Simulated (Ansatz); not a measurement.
**Hg: axial (c/a) deformation path**

Level of theory: DFT PBE+D3(BJ), scalar-relativistic, plane waves, PAW (Ansatz 0.2.0). Settings: plane waves to 420 eV, k-mesh 18×18×6 (Γ-centred), Gaussian smearing 0.15 eV. Spin–orbit coupling is left out, which can shift energies with elements as heavy as these. No spin polarisation. Energies are free energies at this smearing, counted from the undisturbed cell; pressure is positive in compression.

Zero of the scan (relaxed at this level; with this scan's settings it stands at -0.1 GPa; this form isn't the usual structure):

```
Hg
1.0
     3.33750    0.00000    0.00000
    -1.66875    2.89036    0.00000
     0.00000    0.00000   10.58827
Hg
4
Direct
  0.00000 0.00000 0.00000
  0.33333 0.66667 0.25000
  0.00000 0.00000 0.50000
  0.66667 0.33333 0.75000
```

At fixed volume and fractional coordinates, lengths along (0.000, 0.000, 1.000) are scaled against those across it; ρ is that ratio over its starting value. The cell is metallic on the mesh throughout.

```
    ρ  ΔE (meV/atom) pressure (GPa)
0.800           -0.2             0.0
0.850           -0.9            -0.3
0.920            1.3            -0.1
0.960            0.2            -0.1
1.000            0.0            -0.1
1.050            2.2            -0.1
1.100            6.5            -0.2
1.200           24.0            -0.2
1.300           51.4             0.1
```